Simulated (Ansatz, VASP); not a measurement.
CuAu, level by level in two programs

```
Au Cu
1.0
     2.81075    0.00000    0.00000
     0.00000    2.81075    0.00000
     0.00000    0.00000    3.68500
Au Cu
1 1
Direct
  0.00000 0.00000 0.00000
  0.50000 0.50000 0.50000
```

Single points on this cell with VASP 6.6.1 and Ansatz 0.2.0. Each row is one pair of runs. Alike in all rows: spin: off; k mesh: 9 × 9 × 7; smearing: fermi-dirac, width 0.05 eV.

| level | VASP's potentials, cutoff | Ansatz's potentials, cutoff | gap on the k mesh at the Fermi level (eV), VASP | gap on the k mesh at the Fermi level (eV), Ansatz | pressure (GPa), VASP | pressure (GPa), Ansatz | largest component of the traceless stress (GPa), VASP | largest component of the traceless stress (GPa), Ansatz |
| --- | --- | --- | --- | --- | --- | --- | --- | --- |
| LDA | VASP PAW LDA potentials, release 64 (Au, Cu), 520 eV | Ansatz PAW, 420 eV | none | ? | -9.7 | ? | 0.20 | ? |
| PBE | VASP PAW PBE potentials, release 64 (Au, Cu), 520 eV | Ansatz PAW, 420 eV | none | none | 4.4 | 4.5 | 0.39 | 0.46 |
| r2SCAN | VASP PAW PBE potentials, release 64 (Au, Cu), 520 eV | Ansatz PAW, 500 eV | none | none | -0.3 | -0.4 | 0.43 | 0.52 |

Task: Fill in what Ansatz gave in row 1.

Result: gap on the k mesh at the Fermi level (eV): none; pressure (GPa): -9.2; largest component of the traceless stress (GPa): 0.21.

A gap of «none» marks a metal or a gap that the smearing closes.

Caveats: the PAW data sets were made with another functional, which shifts forces and pressure a little (VASP); the PAW data sets come from PBE, with cores solved anew for the run's functional, which leaves a small shift of forces and pressure (Ansatz).
